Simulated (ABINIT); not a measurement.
CsPbBr3:

```
Pb Cs Br
1.0
     5.87000    0.00000    0.00000
     0.00000    5.87000    0.00000
     0.00000    0.00000    5.87000
Pb Cs Br
1 1 3
Direct
  0.50000 0.50000 0.50000
  0.00000 0.00000 0.00000
  0.50000 0.50000 0.00000
  0.50000 0.00000 0.50000
  0.00000 0.50000 0.50000
```

Measurements of this composition are mostly on another form, of space group No. 62.

Base run:

```yaml
Program: ABINIT 10.8.3 (patched build)
Functional: PBE
Potentials_or_basis: PseudoDojo NC SR PBE v0.4.1 standard
Cutoff: 707 eV
k_mesh: 4 × 4 × 4
Occupations: fermi-dirac, width 0.05 eV
Spin: no spin polarisation
```

Its results: band gap on the k mesh 1.53 eV, direct; pressure 1.6 GPa.

The run is repeated on the same cell with these changes: functional from PBE to PBEsol; potentials or basis from PseudoDojo NC SR PBE v0.4.1 standard to PseudoDojo NC SR PBEsol v0.4.1 standard; cutoff from 707 eV to 653 eV. What comes out?

Band gap on the k mesh 1.43 eV, direct; pressure 0.0 GPa.

Caveats: spin-orbit coupling is left out, which as a rule narrows the gap of such compounds by several tenths of an eV; the cutoff is short for stress, so the pressure is rough (some runs).

A k mesh can miss the band edges.
